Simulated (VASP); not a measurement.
# Zr6C5 in VASP: notebook

One slab, Zr6C5, is run at these levels: PBE; tasks: single point.

Program: VASP 6.6.1. These are calculated values, not measurements. Logs are shortened: lines on timing, memory, paths and dates and some standing lists are left out, and cuts for length are marked.

**1. The slab as given**

The cell holds a slab with vacuum, 11 atoms: a = 3.324 Å, b = 3.324 Å, c = 31.569 Å, α = 90.00°, β = 90.00°, γ = 120.00°.

**2. Single point, PBE**

Input file INCAR:

```
SYSTEM = Zr6C5
PREC = Accurate ; ENCUT = 460
EDIFF = 1E-7 ; ISMEAR = 1
SIGMA = 0.1 ; LREAL = .False.
LASPH = .True. ; NELM = 120
ALGO = Normal ; ISIF = 2
LWAVE = .False. ; LCHARG = .False.
LDIPOL = .True. ; IDIPOL = 3
DIPOL = 0.5 0.5 0.500 ; GGA = PE
NBANDS = 65 ; LVHAR = .True.
LVACPOTAV = .True.
```

Input file KPOINTS:

```
Automatic mesh
0
Gamma
  9 9 1
  0 0 0
```

Input file POSCAR:

```
Zr6C5
1.0
    3.3236988564      0.0000000000      0.0000000000
   -1.6618494282      2.8784076442      0.0000000000
    0.0000000000      0.0000000000     31.5689437615
Zr C
6 5
Direct
    0.3333333333      0.6666666667      0.2850903112
    0.0000000000      0.0000000000      0.3710541867
    0.6666666667      0.3333333333      0.4570180622
    0.3333333333      0.6666666667      0.5429819378
    0.0000000000      0.0000000000      0.6289458133
    0.6666666667      0.3333333333      0.7149096888
    0.6666666667      0.3333333333      0.3280722489
    0.3333333333      0.6666666667      0.4140361245
    0.0000000000      0.0000000000      0.5000000000
    0.6666666667      0.3333333333      0.5859638755
    0.3333333333      0.6666666667      0.6719277511
```

Potentials or basis: VASP PAW PBE potentials, release 64 (Zr_sv, C).

Started as:

```bash
$ cat potpaw_PBE.64/Zr_sv/POTCAR potpaw_PBE.64/C/POTCAR > POTCAR
$ mpirun -np 1 vasp_std > vasp.out
```

OUTCAR:

```text
SYSTEM = Zr6C5
   PREC = Accurate
   ENCUT = 460
   EDIFF = 1E-7
   ISMEAR = 1
   LREAL = .False.
   LASPH = .True.
   NELM = 120
   ISIF = 2
   GGA = PE

 Found     12 irreducible k-points:

 Following reciprocal coordinates:
            Coordinates               Weight
  0.000000  0.000000  0.000000      1.000000
  0.111111 -0.000000  0.000000      6.000000
  0.222222 -0.000000  0.000000      6.000000
  0.333333  0.000000  0.000000      6.000000
  0.444444 -0.000000  0.000000      6.000000
  0.111111  0.111111  0.000000      6.000000
   k-points           NKPTS =     12   k-points in BZ     NKDIM =     12   number of bands    NBANDS=     65
   number of dos      NEDOS =    301   number of ions     NIONS =     11
   total plane-waves  NPLWV = 129024
   dimension x,y,z NGX =    24 NGY =   24 NGZ =  224
   dimension x,y,z NGXF=    48 NGYF=   48 NGZF=  448
   ions per type =               6   5
   NGX,Y,Z   is equivalent  to a cutoff of  12.00, 12.00, 11.80 a.u.
   NGXF,Y,Z  is equivalent  to a cutoff of  24.01, 24.01, 23.59 a.u.
 SYSTEM =  Zr6C5
   PREC   = accura    normal or accurate (medium, high low for compatibility)
   ISTART =      0    job   : 0-new  1-cont  2-samecut
   ICHARG =      2    charge: 1-file 2-atom 10-const
   ISPIN  =      1    spin polarized calculation?
   LNONCOLLINEAR =      F non collinear calculations
   LSORBIT =      F    spin-orbit coupling
   LASPH  =      T    aspherical Exc in radial PAW
   ENCUT  =  460.0 eV  33.81 Ry    5.81 a.u.   5.81  5.81 55.21*2*pi/ulx,y,z
   NELM   =    120;   NELMIN=  2; NELMDL= -5     # of ELM steps
   EDIFF  = 0.1E-06   stopping-criterion for ELM
   LREAL  =      F    real-space projection
   EDIFFG = 0.1E-05   stopping-criterion for IOM
   NSW    =      0    number of steps for IOM
   IBRION =     -1    ionic relax: 0-MD 1-quasi-New 2-CG
   NFREE  =      0    steps in history (QN), initial steepest desc. (CG)
   ISIF   =      2    stress and relaxation
   ISYM   =      2    0-nonsym 1-usesym 2-fastsym
   POTIM  = 0.5000    time-step for ionic-motion
   TEBEG  =    0.0;   TEEND  =   0.0 temperature during run
   PSTRESS=    0.0 pullay stress
   NELECT =      92.0000    total number of electrons
   NUPDOWN=      -1.0000    fix difference up-down
   EMIN   =  10.00;   EMAX   =-10.00  energy-range for DOS
   EFERMI =   0.00;   METHOD = LEGACY
   ISMEAR =     1;   SIGMA  =   0.10  broadening in eV -4-tet -1-fermi 0-gaus
   EFERMI_NEDOS =   21; number of points for ismear=-14 and -15
   IALGO  =     38    algorithm
   IMIX   =      4    mixing-type and parameters
     AMIX     =   0.40;   BMIX     =  1.00
     AMIX_MAG =   1.60;   BMIX_MAG =  1.00
  volume/ion in A,a.u.               =      27.46       185.28
  Fermi-wavevector in a.u.,A,eV,Ry     =   1.101521  2.081573 16.508608  1.213348
  Thomas-Fermi vector in A             =   2.237949
   LORBIT       =      0    0 simple, 1 ext, 2 COOP (PROOUT), +10 PAW based schemes
   GGA     = PE    functional components
   LHFCALC =     F    Hartree Fock is set to
   AEXX    =    0.0000 exact exchange contribution
   IVDW    =     0    specifies the selected vdW correction
   LEPSILON=     F    determine dielectric tensor
   LRPA    =     F    only Hartree local field effects (RPA)
 non-spin polarized calculation
 Methfessel and Paxton  Order N= 1 SIGMA  =   0.10
  energy-cutoff  :      460.00
  volume of cell :      302.02
 maximum number of plane-waves:      6806
 NGX is ok and might be reduce to    24
   NGX = 11   NGY = 11   NGZ =111

 dipolmoment           0.000000      0.000000      0.000000 electrons x Angstroem

 number of electron      91.9999995 magnetization

 dipolmoment           0.000000      0.000000     -0.000000 electrons x Angstroem

 Free energy of the ion-electron system (eV)
  ---------------------------------------------------
  ext. energy  EPLUGINS =         0.00000000
  ---------------------------------------------------
  free energy    TOTEN  =      -103.76685939 eV

  energy without entropy =     -103.77022036  energy(sigma->0) =     -103.76797971

 E-fermi :   2.8554     XC(G=0):  -6.7815

 val. band max:        2.8274446421   @ k =   0.0000   0.0000   0.0000
 cond. band min:       2.8619835664   @ k =   0.3333   0.1111   0.0000
 fundamental gap:      0.0345389243
 Fermi energy:         2.8553524469

 k-point     1 :       0.0000    0.0000    0.0000
  band No.  band energies     occupation
      1     -46.2003      2.00000
      2     -46.2003      2.00000
      3     -45.2833      2.00000
      4     -45.2789      2.00000
      5     -45.2117      2.00000
      6     -45.1654      2.00000
[... 50 lines left out ...]
     57       5.4447      0.00000
     58       5.4914      0.00000

 k-point     2 :       0.1111   -0.0000    0.0000
  band No.  band energies     occupation
      1     -46.1931      2.00000
      2     -46.1931      2.00000
      3     -45.2744      2.00000
      4     -45.2706      2.00000
      5     -45.2036      2.00000
      6     -45.1595      2.00000
[... 50 lines left out ...]
     57       5.6286      0.00000
     58       5.7757      0.00000

 k-point     3 :       0.2222   -0.0000    0.0000
  band No.  band energies     occupation
      1     -46.1748      2.00000
      2     -46.1748      2.00000
      3     -45.2518      2.00000
      4     -45.2494      2.00000
      5     -45.1827      2.00000
      6     -45.1447      2.00000
[... 50 lines left out ...]
     57       5.8009      0.00000
     58       6.1468      0.00000

 k-point     4 :       0.3333    0.0000    0.0000
  band No.  band energies     occupation
      1     -46.1539      2.00000
      2     -46.1539      2.00000
      3     -45.2260      2.00000
      4     -45.2250      2.00000
      5     -45.1576      2.00000
      6     -45.1293      2.00000
[... 50 lines left out ...]
     57       6.4235      0.00000
     58       6.4675      0.00000

 k-point     5 :       0.4444   -0.0000    0.0000
  band No.  band energies     occupation
      1     -46.1402      2.00000
      2     -46.1402      2.00000
      3     -45.2091      2.00000
      4     -45.2089      2.00000
      5     -45.1393      2.00000
      6     -45.1210      2.00000
[... 50 lines left out ...]
     57       7.0051      0.00000
     58       7.1051      0.00000

 k-point     6 :       0.1111    0.1111    0.0000
  band No.  band energies     occupation
      1     -46.1803      2.00000
      2     -46.1803      2.00000
      3     -45.2586      2.00000
      4     -45.2558      2.00000
      5     -45.1891      2.00000
      6     -45.1491      2.00000
[... 50 lines left out ...]
     57       5.8815      0.00000
     58       6.2058      0.00000

 [... further k-points ...]

 [bands above 58 left out]

------------------------ aborting loop because EDIFF is reached ----------------------------------------

  FORCE on cell =-STRESS in cart. coord.  units (eV):
  Direction    XX          YY          ZZ          XY          YZ          ZX
  --------------------------------------------------------------------------------------
  -------------------------------------------------------------------------------------
  Total       -1.5548250     -1.5548250     -5.0647971     -0.0000000      0.0000000     -0.0000000
  in kB       -8.2481790     -8.2481790    -26.8682025     -0.0000000      0.0000000     -0.0000000
  external PRESSURE =     -14.4548535 kB  Pullay stress =       0.0000000 kB

 VOLUME and BASIS-vectors are now :
 -----------------------------------------------------------------------------
  energy-cutoff  :      460.00
  volume of cell :      302.02
      direct lattice vectors                 reciprocal lattice vectors
     3.323698856  0.000000000  0.000000000     0.300869616  0.173707154  0.000000000
    -1.661849428  2.878407644  0.000000000     0.000000000  0.347414308  0.000000000
     0.000000000  0.000000000 31.568943762     0.000000000  0.000000000  0.031676701

 POSITION                                       TOTAL-FORCE (eV/Angst)
 -----------------------------------------------------------------------------------
     -0.00000      1.91894      9.00000        -0.000000      0.000000      1.572742
      0.00000      0.00000     11.71379         0.000000     -0.000000      0.437937
      1.66185      0.95947     14.42758         0.000000     -0.000000     -0.015283
     -0.00000      1.91894     17.14137        -0.000000      0.000000      0.015283
      0.00000      0.00000     19.85516         0.000000     -0.000000     -0.437937
      1.66185      0.95947     22.56894        -0.000000      0.000000     -1.572742
      1.66185      0.95947     10.35689         0.000000     -0.000000     -1.738418
     -0.00000      1.91894     13.07068         0.000000      0.000000     -0.192746
      0.00000      0.00000     15.78447         0.000000      0.000000      0.000000
      1.66185      0.95947     18.49826         0.000000     -0.000000      0.192746
     -0.00000      1.91894     21.21205         0.000000      0.000000      1.738418
 -----------------------------------------------------------------------------------
    total drift:                               -0.000000     -0.000000     -0.000000

  FREE ENERGIE OF THE ION-ELECTRON SYSTEM (eV)
  ---------------------------------------------------
  free  energy   TOTEN  =      -103.7668593930 eV

  energy  without entropy=     -103.7702203571  energy(sigma->0) =     -103.76797971

 vacuum level on the upper side and lower side of the slab         7.254         7.254
```

Run time: 5.4 min. Hardware: 1 thread of AMD EPYC 9R45 (Zen 5), shared host; peak memory 0.39 GiB.

The run converged, but some of its settings lie outside the range that counts as converged, so its numbers aren't taken as properties of the slab.

What came out:

```yaml
Free_energy: -103.7669 eV
Largest_force: 1.738 eV/Å
Band_gap_on_the_k_mesh: none (metal or under the smearing width)
Work_function_of_the_upper_face: 4.40 eV
Work_function_of_the_lower_face: 4.40 eV
```

Caveat: the cutoff is under 1.25 times the usual one of these potentials, so pressure, stress and relaxed cells hold a basis-set (Pulay) error.

**3. Single point, PBE**

Input file INCAR:

```
PREC     = Accurate       # precision mode
ENCUT    = 520            # plane-wave cutoff, eV
EDIFF    = 1E-7           # SCF threshold, eV
ISMEAR   = 1              # smearing method
SIGMA    = 0.1            # smearing width, eV
LREAL    = False          # projectors in reciprocal space
LASPH    = True           # aspherical terms in the spheres
NELM     = 120            # most SCF steps
ALGO     = Normal         # electronic algorithm
ISIF     = 2              # what is computed and relaxed
LWAVE    = False          # write WAVECAR
LCHARG   = False          # write CHGCAR
LDIPOL   = True         
IDIPOL   = 3            
DIPOL    = 0.5 0.5 0.500
GGA      = PE             # functional
NBANDS   = 65             # bands
LVHAR    = True         
LVACPOTAV= True
```

Input file KPOINTS:

```
regular mesh
0
Gamma
  11 11 1
```

POSCAR is that of step 2.

Potentials or basis: VASP PAW PBE potentials, release 64 (Zr_sv, C).

Started as:

```bash
$ cat potpaw_PBE.64/Zr_sv/POTCAR potpaw_PBE.64/C/POTCAR > POTCAR
$ mpirun -np 1 vasp_std > vasp.out
```

OUTCAR:

```text
PREC = Accurate
   ENCUT = 520
   EDIFF = 1E-7
   ISMEAR = 1
   LREAL = False
   LASPH = True
   NELM = 120
   ISIF = 2
   GGA = PE

 Found     16 irreducible k-points:

 Following reciprocal coordinates:
            Coordinates               Weight
  0.000000  0.000000  0.000000      1.000000
  0.090909 -0.000000  0.000000      6.000000
  0.181818  0.000000  0.000000      6.000000
  0.272727 -0.000000  0.000000      6.000000
  0.363636 -0.000000  0.000000      6.000000
  0.454545  0.000000  0.000000      6.000000
   k-points           NKPTS =     16   k-points in BZ     NKDIM =     16   number of bands    NBANDS=     65
   number of dos      NEDOS =    301   number of ions     NIONS =     11
   total plane-waves  NPLWV = 188160
   dimension x,y,z NGX =    28 NGY =   28 NGZ =  240
   dimension x,y,z NGXF=    56 NGYF=   56 NGZF=  480
   ions per type =               6   5
   NGX,Y,Z   is equivalent  to a cutoff of  14.01, 14.01, 12.64 a.u.
   NGXF,Y,Z  is equivalent  to a cutoff of  28.01, 28.01, 25.28 a.u.
 SYSTEM =  unknown system
   PREC   = accura    normal or accurate (medium, high low for compatibility)
[... 436 lines left out ...]

 [bands above 58 left out]

------------------------ aborting loop because EDIFF is reached ----------------------------------------

  FORCE on cell =-STRESS in cart. coord.  units (eV):
  Direction    XX          YY          ZZ          XY          YZ          ZX
  --------------------------------------------------------------------------------------
  -------------------------------------------------------------------------------------
  Total       -1.4697706     -1.4697706     -4.9036563      0.0000000     -0.0000000      0.0000000
  in kB       -7.7969746     -7.7969746    -26.0133681      0.0000000     -0.0000000      0.0000000
  external PRESSURE =     -13.8691058 kB  Pullay stress =       0.0000000 kB

 VOLUME and BASIS-vectors are now :
 -----------------------------------------------------------------------------
  energy-cutoff  :      520.00
  volume of cell :      302.02
      direct lattice vectors                 reciprocal lattice vectors
     3.323698856  0.000000000  0.000000000     0.300869616  0.173707154  0.000000000
    -1.661849428  2.878407644  0.000000000     0.000000000  0.347414308  0.000000000
     0.000000000  0.000000000 31.568943762     0.000000000  0.000000000  0.031676701

 POSITION                                       TOTAL-FORCE (eV/Angst)
 -----------------------------------------------------------------------------------
     -0.00000      1.91894      9.00000        -0.000000      0.000000      1.530732
      0.00000      0.00000     11.71379         0.000000      0.000000      0.469028
      1.66185      0.95947     14.42758         0.000000     -0.000000     -0.022830
     -0.00000      1.91894     17.14137        -0.000000      0.000000      0.022830
      0.00000      0.00000     19.85516        -0.000000      0.000000     -0.469028
      1.66185      0.95947     22.56894        -0.000000     -0.000000     -1.530732
      1.66185      0.95947     10.35689         0.000000      0.000000     -1.718729
     -0.00000      1.91894     13.07068         0.000000      0.000000     -0.192649
      0.00000      0.00000     15.78447        -0.000000      0.000000      0.000000
      1.66185      0.95947     18.49826        -0.000000      0.000000      0.192649
     -0.00000      1.91894     21.21205         0.000000     -0.000000      1.718729
 -----------------------------------------------------------------------------------
    total drift:                               -0.000000      0.000000      0.000000

  FREE ENERGIE OF THE ION-ELECTRON SYSTEM (eV)
  ---------------------------------------------------
  free  energy   TOTEN  =      -103.7515954601 eV

  energy  without entropy=     -103.7531510837  energy(sigma->0) =     -103.75211400

 vacuum level on the upper side and lower side of the slab         7.262         7.262
```

stdout:

```text
POSCAR found type information on POSCAR ZrC
 POSCAR found :  2 types and      11 ions
 scaLAPACK will be used
 LDA part: xc-table for (Slater+PW92), standard interpolation
 POSCAR, INCAR and KPOINTS ok, starting setup
 FFT: planning ... GRIDC
 FFT: planning ... GRID_SOFT
 FFT: planning ... GRID
 WAVECAR not read
 entering main loop
 -----------------------------------------------------------------------------
|                                                                             |
|           W    W    AA    RRRRR   N    N  II  N    N   GGGG   !!!           |
|           W    W   A  A   R    R  NN   N  II  NN   N  G    G  !!!           |
|           W    W  A    A  R    R  N N  N  II  N N  N  G       !!!           |
|           W WW W  AAAAAA  RRRRR   N  N N  II  N  N N  G  GGG   !            |
|           WW  WW  A    A  R   R   N   NN  II  N   NN  G    G                |
|           W    W  A    A  R    R  N    N  II  N    N   GGGG   !!!           |
|                                                                             |
|     Did not find any points to average over, which means that no vacuum     |
|     field-free region was found. Please increase the size of  your cell     |
|     in the dimension of the dipole correction to obtain accurate            |
|     workfunction values.                                                    |
|                                                                             |
 -----------------------------------------------------------------------------
```

Run time: 10 min. Hardware: 1 thread of Intel Xeon Platinum 8488C (Sapphire Rapids), shared host; peak memory 0.58 GiB.

The run converged, but some of its settings lie outside the range that counts as converged, so its numbers aren't taken as properties of the slab.

Results:

* Free energy: -103.7516 eV
* Largest force: 1.719 eV/Å
* Band gap on the k mesh: none (metal or under the smearing width)
* Work function of the upper face: 4.43 eV
* Work function of the lower face: 4.43 eV

(Continued in part 2 of 2.)
